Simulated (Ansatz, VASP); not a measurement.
## TaN in VASP and in Ansatz

Contents of INCAR:

```
  PREC = Accurate
  ENCUT = 600
  EDIFF = 1E-6
  ISMEAR = 0
  SIGMA = 0.1
  LREAL = False
  LASPH = True
  NELM = 80
  ALGO = Normal
  ISIF = 3
  LWAVE = False
  LCHARG = False
  GGA = PE
  IBRION = 2
  NSW = 100
  EDIFFG = -0.005
```

File KPOINTS:

```
Automatic mesh
0
Gamma
  16 16 16
```

File POSCAR:

```
TaN
1.0
    0.0000000000      2.2090701135      2.2090701135
    2.2090701135      0.0000000000      2.2090701135
    2.2090701135      2.2090701135      0.0000000000
Ta N
1 1
Direct
    0.5000000000      0.5000000000      0.5000000000
    0.0000000000      0.0000000000      0.0000000000
```

Input for Ansatz:

```yaml
crystal:
  lattice:
    - [0.0, 2.2090701146, 2.2090701146]
    - [2.2090701146, 0.0, 2.2090701146]
    - [2.2090701146, 2.2090701146, 0.0]
  atoms:
    - { symbol: Ta, position: [0.5, 0.5, 0.5] }
    - { symbol: "N", position: [0.0, 0.0, 0.0] }
basis:
  ecutwfc: 420
kpoints:
  mp_grid: { grid: [16, 16, 16] }
hamiltonian:
  xc: pbe
scf:
  occupations: { method: gaussian, width: 0.1 }
output:
  forces: true
  stress: true
  eigenvalues: true
relax:
  adjacent_minimum: "off"
  f_tol: 0.005
  max_steps: 80
  cell: { stress_tol: 0.05 }
```

Alike in both runs: task relaxation of cell and atoms; functional PBE; k mesh 16 × 16 × 16; occupations gaussian, width 0.1 eV; no spin polarisation.

|  | VASP | Ansatz |
| --- | --- | --- |
| version | VASP 6.6.1 | Ansatz 0.2.0 |
| potentials or method | VASP PAW PBE potentials, release 64 (Ta_pv, N) | scalar-relativistic, plane waves, PAW |
| plane-wave cutoff (eV) | 600 | 420 |
| valence electrons in the cell | 16 | 18 |

```csv
,VASP,Ansatz,Ansatz less VASP
"gap on the k mesh at the Fermi level, each at its own relaxed structure (eV)",none,none,-
relaxed volume (Å³/atom),10.79,10.77,-0.021
relaxed cell length with the largest relative difference (Å),3.125,3.123,-0.0020
```

A gap of «none» marks a metal or a gap that the smearing closes. The two sets of potentials don't hold the same shells in valence.

Spin-orbit coupling is left out, which matters for the levels of Ta.
